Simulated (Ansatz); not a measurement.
Planning a run of Ansatz 0.2.0 on MgI2/MgI2/MgI2 (1T multilayer). The input:

```yaml
crystal:
  lattice:
    - [4.21, 0.0, 0.0]
    - [-2.105, 3.6459669499, 0.0]
    - [0.0, 0.0, 60.0]
  atoms:
    - { symbol: Mg, position: [0.0, 0.0, 0.391] }
    - { symbol: I, position: [0.3333333333, 0.6666666667, 0.4188333333] }
    - { symbol: I, position: [0.6666666667, 0.3333333333, 0.3631666667] }
    - { symbol: Mg, position: [0.0, 0.0, 0.5] }
    - { symbol: I, position: [0.3333333333, 0.6666666667, 0.5278333334] }
    - { symbol: I, position: [0.6666666667, 0.3333333333, 0.4721666666] }
    - { symbol: Mg, position: [0.0, 0.0, 0.609] }
    - { symbol: I, position: [0.3333333333, 0.6666666667, 0.6368333333] }
    - { symbol: I, position: [0.6666666667, 0.3333333333, 0.5811666667] }
  periodic: [true, true, false]
kpoints:
  mp_grid: { grid: [6, 6, 1] }
hamiltonian:
  xc: pbesol
  dispersion: d3bj
scf:
  occupations: { method: fermi_dirac, width: 0.02 }
relax:
  f_tol: 0.01
  max_steps: 100
  cell: {}
```

```sh
ansatz run input.yaml --threads 8 --pin off --max-ram 17510MiB --backend cpu --events-out ev --progress --plain --runs-dir out
```

Q: How long will it take on 8 threads of Arm Neoverse V1, shared host, and how much memory?

It took 29 s; on shared hardware allow 15 s to 58 s. Peak host memory was 2.4 GiB. The sizes that set the cost: 16749 plane waves a state, 7 irreducible k points and 53 SCF cycles.

[Paths, hosts, dates, memory and timing lines, banners, echoed tables and standing remarks are left out of the program output.]

[Logs are printed without paths, hosts, clocks, repeated set-up lines and the standing remarks that a program may print on its own settings, such as how far it seeks lower states.]

[Runs of the session that timed out or met a known fault of the program may be left out.]

[Cells called generated may have been cut or substituted from an entry of the Crystallography Open Database or the Materials Project.]

[Hosts, paths, dates, database ids (printed as entryN), source tags and the programs' standing remarks are cut or masked in the printed files.]
